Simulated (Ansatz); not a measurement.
Write the native input for Ansatz 0.2.0 that does the following.

```yaml
Task: relaxation of cell and atoms
Functional: PBE
Potentials_or_basis: Ansatz PAW
Cutoff: "420 eV (not typed: the program's choice for these potentials)"
k_mesh: 12 × 12 × 7
Occupations: fermi-dirac, width 0.05 eV
Spin: collinear spin, ferromagnetic start
Starting_moments: "[1.0, 1.0] μB"
```

Ni:

```
Ni
1.0
     2.44802    0.00000    0.00000
    -1.22401    2.12005    0.00000
     0.00000    0.00000    4.07281
Ni
2
Cartesian
  1.2240 0.7067 3.0546
  0.0000 1.4134 1.0182
```

This isn't the form of Ni at room conditions, which is fcc.

The input as run:

input.yaml

```yaml
crystal:
  lattice:
    - [2.4480228978, 0.0, 0.0]
    - [-1.2240114489, 2.1200500186, 0.0]
    - [0.0, 0.0, 4.07280757]
  atoms:
    - { symbol: Ni, position: [0.6666666667, 0.3333333333, 0.75], spin: 1.0 }
    - { symbol: Ni, position: [0.3333333333, 0.6666666667, 0.25], spin: 1.0 }
hamiltonian:
  xc: pbe
  pseudopotentials: { kind: paw }
magnetization:
  spin_polarized: true
kpoints:
  mp_grid: { grid: [12, 12, 7] }
scf:
  occupations: { method: fermi_dirac, width: 0.05 }
output:
  forces: true
  stress: true
  eigenvalues: true
relax:
  f_tol: 0.01
  max_steps: 40
  cell: { stress_tol: 0.05 }
```

Potentials or basis: Ansatz PAW.

Run with:

```sh
$ ansatz run input.yaml --threads 2 --pin off --max-ram 5632MiB --backend cpu --events-out ev --progress --plain --runs-dir out
```

It gave:

* Relaxed volume: 10.94 Å³/atom
* Relaxed cell: a = 2.489 Å, b = 2.489 Å, c = 4.076 Å, α = 90.00°, β = 90.00°, γ = 120.00°
* Space group after relaxing (to 0.05 Å): P6_3/mmc (No. 194)
* Energy gained by relaxing: 9.4 meV/atom
* Ionic steps: 6
* Pressure after relaxing: 0.0 GPa
* Band gap on the k mesh: none (metal or under the smearing width)
* Net moment: 1.33 μB per cell
* Absolute moment: 1.51 μB per cell
* Site moments: Ni +0.70 μB

Caveat: the plane-wave basis is chosen anew once the cell has moved, so the energies of steps on either side of that aren't comparable.

Wall time 13 s on 2 threads of Arm Neoverse V2 (shared host), peak memory 0.34 GiB.
